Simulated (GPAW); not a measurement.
# Quasiparticle gap of NaCl (Fm-3m) in GPAW, part 2 of 2

Aim: the G0W0 gap of NaCl (Fm-3m) on PBE, step by step.

GPAW 26.7.0; PBE and many-body steps on it, plane waves. Known limits of the many-body steps: not at the basis limit.

So far. Step 3 (Bands along the symmetry lines): The gap is 5.159 eV, as in the run before at this level. Step 4 (Empty states on the mesh, 6×6×6 mesh, 669 bands): On this mesh the gap is 5.159 eV.

The database entry behind the starting cell differs from later determinations by our own check (an axis about 0.4 % short against later determinations), so it need not match the best structure at ambient conditions.

### 5. Screening and self-energy, 6×6×6 mesh, 306 bands, screening to 210 eV

G0W0 replaces the xc potential by the self-energy, built once from these orbitals. Only a window of levels is corrected, while the sums run over the empty bands that the input names.

This step: G0W0 on PBE, plane waves, PAW.

run.py reads:

```python
import json
import numpy as np
from gpaw.mpi import world
from gpaw.response.g0w0 import G0W0

gw = G0W0('full.gpw',
    filename='gw',
    kpts=[0],
    bands=(5, 9),
    ecut=210,
    nbands=306,
    integrate_gamma='WS',
    ppa=True)
gw.calculate()
res = {mode: {k: v for k, v in r.items() if k != 'sigma_eskwn'}
       for mode, r in gw.all_results.items()}

if world.rank == 0:
    with open('result.json', 'w') as f:
        json.dump(res, f, default=lambda x: x.tolist())
```

Command:

```sh
$ mpirun -n 4 gpaw python run.py
```

Numbers of over 12 decimals in the logs are rounded to 6 here.

Log:

```text
Using integrator: PointIntegrator
FrequencyGridDescriptor(from 0.000+0.000j to 0.000+27.211j eV, 2 points)
Nonperiodic BCs:  [False False False]
Using integrator: PointIntegrator
FrequencyGridDescriptor(from 0.000+0.000j to 0.000+27.211j eV, 2 points)
Nonperiodic BCs:  [False False False]
  ___  _ _ _
 |   || | | |
 | | || | | |
 |__ ||_____|
 |___|

BZ k-points: Symmetries present (total): 48

  [... matrices ...]
216 k-points: 6 x 6 x 6 Monkhorst-Pack grid + [1/12,1/12,1/12]
16 k-points in the irreducible part of the Brillouin zone
       k-points in crystal coordinates                weights
   0:     0.00000000    0.00000000    0.00000000          1/216
   1:     0.16666667    0.16666667    0.00000000          6/216
   2:     0.16666667    0.16666667    0.16666667          8/216
   3:     0.33333333    0.16666667    0.16666667         12/216
   4:     0.33333333    0.33333333   -0.33333333         12/216
   5:     0.33333333    0.33333333    0.00000000          6/216
   6:     0.33333333    0.33333333    0.16666667         24/216
   7:     0.33333333    0.33333333    0.33333333          8/216
   8:     0.50000000    0.33333333   -0.33333333         24/216
   9:     0.50000000    0.33333333   -0.16666667         12/216
          ...
  15:     0.50000000    0.50000000    0.50000000          4/216

Distributing spins, k-points and bands (1 x 1 x 4) over 4 processes
Number of blocks: 1

Quasi particle states:
k-points (IBZ indices): [0]
Band range: (5, 9)
  [... matrices ...]
Computational parameters:
Plane wave cut-off: 210 eV
Number of bands: 306
Coulomb cutoff: None
Broadening: 0.1 eV

fxc modes: GW
Kernel: RPA
Using Godby-Needs plasmon-pole approximation:
  Fitting energy: i*E0, E0 = 1.000 Hartree
Summing all q:

Calculating screened Coulomb potential
No Coulomb truncation
FrequencyGridDescriptor(from 0.000+0.000j to 0.000+27.211j eV, 2 points)
Removing empty qpoint cache files...

Calculating chi0 body with:
    Ground state adapter containing:
    Number of spins: 1
    Number of kpoints: 216
    Number of irreducible kpoints: 16
    Number of completely occupied states: 7
    Number of partially occupied states: 7
    Occupied states memory: 0.8544921875 M / cpu

    Linear response parametrization:
    q_c: [1.3877787807814457e-17, 1.3877787807814457e-17, 1.3877787807814457e-17]
    Number of frequency points: 2
    Planewave cutoff: 210.0
    Number of bands: 306
    Number of planewaves: 331
    Broadening (eta): 1e-06
    comm.size: 4
    kncomm.size: 4
    blockcomm.size: 1

    Memory estimate of potentially large arrays:
        chi0_wGG: 3.343536 M / cpu
Integrating chi0 body.

Symmetries of q_c:
    Direct symmetries (Uq -> q): 48
    Indirect symmetries (TUq -> q): 0
In total 48 allowed symmetries.

  [... matrices ...]
16 groups of equivalent kpoints. 92.592593% reduction.

Integral kind: response function
Integrating chi0 head and wings.

Symmetries of q_c:
    Direct symmetries (Uq -> q): 48
    Indirect symmetries (TUq -> q): 0
In total 48 allowed symmetries.

  [... matrices ...]
16 groups of equivalent kpoints. 92.592593% reduction.

Integral kind: response function wings

Calculating chi0 body with:
    Ground state adapter containing:
    Number of spins: 1
    Number of kpoints: 216
    Number of irreducible kpoints: 16
    Number of completely occupied states: 7
    Number of partially occupied states: 7
[... the further q-points ...]

Results:
f:      Occupation numbers
eps:     KS-eigenvalues [eV]
vxc:     KS vxc [eV]
exx:     Exact exchange [eV]
sigma:   Self-energies [eV]
dsigma:  Self-energy derivatives
Z:       Renormalization factors
qp:      QP-energies [eV]

k-point 0 (0): (0.000, 0.000, 0.000)                GW
band       f     eps     vxc     exx   sigma  dsigma       Z      qp
                                                                   GW
   5   1.000  -0.462 -16.808 -21.118   1.699  -0.228   0.814  -2.588
   6   1.000  -0.462 -16.808 -21.118   1.699  -0.228   0.814  -2.588
   7   0.000   4.697  -9.282  -5.316  -3.093  -0.152   0.868   5.454
   8   0.000  10.591  -8.493  -3.714  -3.370  -0.159   0.863  11.807
```

Wall time 7.1 min (4 MPI ranks of Intel Xeon Platinum 8375C at 2.90GHz (Ice Lake), shared host); peak memory 1.4 GiB.

This step gave:

| Quantity | Value |
| --- | --- |
| G0W0 gap on the points computed | 8.042 eV |
| least direct G0W0 gap on the computed points | 8.042 eV |
| Z at the valence top | 0.8142 |
| Z at the conduction bottom | 0.8679 |
| starting gap on the mesh | 5.159 eV |
| k of the valence top | 0, 0, 0 |
| k of the conduction bottom | 0, 0, 0 |

The gap on the mesh goes from 5.16 eV to 8.04 eV, a correction of +2.88 eV.

Limits: finite bands, cutoff and mesh. v1 is the top filled band, c1 the lowest empty one. Levels before and after the correction, in eV, zero at the valence-band top of each column:

|  | conduction bottom | valence top |
| --- | --- | --- |
| Kohn-Sham | 5.16 | 0.00 |
| G0W0 | 8.04 | 0.00 |

|  | level | energy (eV) |
| --- | --- | --- |
| Kohn-Sham | Γ v2-v1 | 0.000 |
| Kohn-Sham | Γ c1 | 5.159 |
| Kohn-Sham | Γ c2 | 11.053 |
| G0W0 | Γ v2-v1 | 0.000 |
| G0W0 | Γ c1 | 8.042 |
| G0W0 | Γ c2 | 14.395 |

### 6. Where the time went

Times are wall times on 4 MPI ranks of Intel Xeon Platinum 8375C at 2.90GHz (Ice Lake), shared host, good to a factor of about two.

| step | time | share | memory (GiB) |
| --- | --- | --- | --- |
| ground state | 6.2 s | 1 % | 0.62 |
| bands along the symmetry lines | 6.3 s | 1 % | 0.65 |
| empty states on the mesh | 12 s | 3 % | 1.1 |
| screening and self-energy | 7.1 min | 95 % | 1.4 |

### 7. Results

```
PBE gap              : 5.16 eV, direct
G0W0 gap on the mesh : 8.04 eV
GW settings          : 6×6×6 mesh, 306 bands, screening to 210 eV, Godby-Needs plasmon pole
known limits         : not at the basis limit
```

What this shows: G0W0 moves the gap on the mesh from 5.16 eV to 8.04 eV (+2.88 eV), with Z of 0.81 and 0.87 at the edges. Only 1 of the mesh's irreducible points was corrected, so a valley elsewhere could overtake. The dearest step here is «screening and self-energy». Bands and cutoff are finite, so the gap is not at the basis limit. The miss can reach some tenths of an eV and take either sign; the mesh is an error of its own. These stock PAW sets were not made for GW. In the G0W0 run levels were corrected at 1 k point alone, so a gap called «on the mesh» is the least over those, and an edge elsewhere would be missed.

[Paths, hosts, dates, memory and timing lines, banners, echoed tables and standing remarks are left out of the program output.]

[Logs are printed without paths, hosts, clocks, repeated set-up lines and the standing remarks that a program may print on its own settings, such as how far it seeks lower states.]

[Runs of the session that timed out or met a known fault of the program may be left out.]

[Hosts, paths, dates, database ids (printed as entryN), source tags and the programs' standing remarks are cut or masked in the printed files.]
